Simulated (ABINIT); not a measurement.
Set up this calculation in ABINIT 10.8.3 (patched build), as the native input.

* Task: band structure
* Functional: PBEsol
* Potentials or basis: JTH PAW PBE v2.0
* Cutoff: 599 eV
* k mesh: 8 × 8 × 2
* Occupations: fermi-dirac, width 0.05 eV
* Spin: no spin polarisation
* Fine-grid cutoff: 1197.3 eV

Crystal: InSe.

```
In Se
1.0
     4.05000    0.00000    0.00000
    -2.02500    3.50740    0.00000
     0.00000    0.00000   16.93000
In Se
4 4
Direct
  0.66667 0.33333 0.84300
  0.33333 0.66667 0.34300
  0.66667 0.33333 0.65700
  0.33333 0.66667 0.15700
  0.66667 0.33333 0.39800
  0.33333 0.66667 0.89800
  0.66667 0.33333 0.10200
  0.33333 0.66667 0.60200
```

The input as run:

run.abi

```
# Datasets: ground state, then fixed potential
ndtset 2

# Pseudopotentials
pp_dirpath "./"
pseudos "In.GGA_PBE-JTH.xml, Se.GGA_PBE-JTH.xml"

# Structure
acell 3*1.0
rprim
     7.6533908047     0.0000000000     0.0000000000
    -3.8266954024     6.6280308619     0.0000000000
     0.0000000000     0.0000000000    31.9930632899
ntypat 2
znucl 49 34
natom 8
typat 1 1 1 1 2 2 2 2
xred
     0.6666666667     0.3333333333     0.8430000000
     0.3333333333     0.6666666667     0.3430000000
     0.6666666667     0.3333333333     0.6570000000
     0.3333333333     0.6666666667     0.1570000000
     0.6666666667     0.3333333333     0.3980000000
     0.3333333333     0.6666666667     0.8980000000
     0.6666666667     0.3333333333     0.1020000000
     0.3333333333     0.6666666667     0.6020000000

# Plane-wave basis
ecut 22.0
pawecutdg 44.0
pawxcdev 0

# Exchange and correlation
ixc -116133

# Bands and occupations
occopt 3
tsmear 0.00183747

# SCF cycle
nstep 100

# Output
iomode 3
prtwf 0
prteig 0
prtebands 0
enunit 1
prtden1 1

# Dataset 1
kptopt1 1
ngkpt1 8 8 2
nshiftk1 1
shiftk1 0.0 0.0 0.0
nband1 46
tolvrs1 1.0e-9

# Dataset 2: bands along G-M-K-G-A-L-H-A
iscf2 -2
getden2 1
nband2 52
nbdbuf2 4
tolwfr2 1.0e-11
kptopt2 -7
ndivsm2 8
prteig2 1
kptbounds2
     0.0000000000     0.0000000000     0.0000000000
     0.5000000000     0.0000000000     0.0000000000
     0.3333333333     0.3333333333     0.0000000000
     0.0000000000     0.0000000000     0.0000000000
     0.0000000000     0.0000000000     0.5000000000
     0.5000000000     0.0000000000     0.5000000000
     0.3333333333     0.3333333333     0.5000000000
     0.0000000000     0.0000000000     0.5000000000
```

Potentials or basis: JTH PAW PBE v2.0.

Launch:

```bash
$ mpirun --bind-to none -np 4 abinit run.abi > log 2>&1
```

Results of the run:

The pressure is 5.1 GPa, the largest force is 2.738 eV/Å and the band gap on the k mesh is none (metal or under the smearing width). The valence electrons inside the program's atomic spheres are In 11.24; Se 4.02.

Caveat: the PAW data sets were made with another functional, which shifts forces and pressure a little; spin-orbit coupling is left out, which moves the levels of the heavy elements; this functional lacks dispersion, which binds the layers, so the pressure and a relaxed spacing across them are unreliable.

It took 14 min on 4 MPI ranks on Arm Neoverse V2 (shared host), peak memory 2.2 GiB a rank.
